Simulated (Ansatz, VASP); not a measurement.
# CuO: VASP beside Ansatz

The input INCAR:

```
ALGO = Normal ; EDIFF = 1E-7
ENCUT = 520 ; GGA = PE
ISIF = 2 ; ISMEAR = -1
LASPH = True ; LCHARG = False
LREAL = False ; LWAVE = False
NBANDS = 34 ; NELM = 100
PREC = Accurate ; SIGMA = 0.05
```

Contents of KPOINTS:

```
k-points
0
Gamma
  7 7 7
```

The input POSCAR:

```
CuO
1.0
    4.2425447185      0.0000000000      0.0000000000
    0.0000000000      4.2425447185      0.0000000000
    0.0000000000      0.0000000000      3.9638906518
Cu O
3 3
Direct
    0.5000000000      0.0000000000      0.5000000000
    0.0000000000      0.5000000000      0.5000000000
    0.0000000000      0.0000000000      0.0000000000
    0.0000000000      0.0000000000      0.5000000000
    0.5000000000      0.0000000000      0.0000000000
    0.0000000000      0.5000000000      0.0000000000
```

input.yaml

```yaml
crystal:
  lattice:
    - [4.2425447185, 0.0, 0.0]
    - [0.0, 4.2425447185, 0.0]
    - [0.0, 0.0, 3.9638906518]
  atoms:
    - { symbol: Cu, position: [0.5, 0.0, 0.5] }
    - { symbol: Cu, position: [0.0, 0.5, 0.5] }
    - { symbol: Cu, position: [0.0, 0.0, 0.0] }
    - { symbol: O, position: [0.0, 0.0, 0.5] }
    - { symbol: O, position: [0.5, 0.0, 0.0] }
    - { symbol: O, position: [0.0, 0.5, 0.0] }
hamiltonian:
  xc: pbe
  pseudopotentials: { kind: paw }
kpoints:
  mp_grid: { grid: [7, 7, 7] }
scf:
  occupations: { method: fermi_dirac, width: 0.05 }
output:
  forces: true
  stress: true
  eigenvalues: true
```

Change from the starting cell: volume scaled by 1.06.

Alike in both runs: task single point; functional PBE; k mesh 7 × 7 × 7; occupations fermi-dirac, width 0.05 eV; no spin polarisation.

```csv
,VASP,Ansatz
version,VASP 6.6.1,Ansatz 0.2.0
potentials or method,"VASP PAW PBE potentials, release 64 (Cu, O)",Ansatz PAW
plane-wave cutoff (eV),520,420
valence electrons in the cell,51,75
```

|  | VASP | Ansatz | Ansatz less VASP |
| --- | --- | --- | --- |
| gap on the k mesh at the Fermi level (eV) | none | none | - |
| pressure (GPa) | -5.4 | -5.8 | -0.43 |
| largest component of the traceless stress (GPa) | 3.71 | 4.19 | +0.484 |

A gap of «none» marks a metal or a gap that the smearing closes. With one functional, cell and mesh, what is left measures potentials, basis and numerics. The two sets of potentials don't hold the same shells in valence.

Caveats: an odd number of electrons without spin polarisation forces a metal; a magnetic or distorted state may lie lower; the run has no spin polarisation, though such a crystal can be magnetic; semilocal functionals often make such compounds metallic where correlation or magnetic order opens a gap, which also shifts bond lengths; the pressure holds a Pulay correction of +0.6 GPa for the finite cutoff (Ansatz).
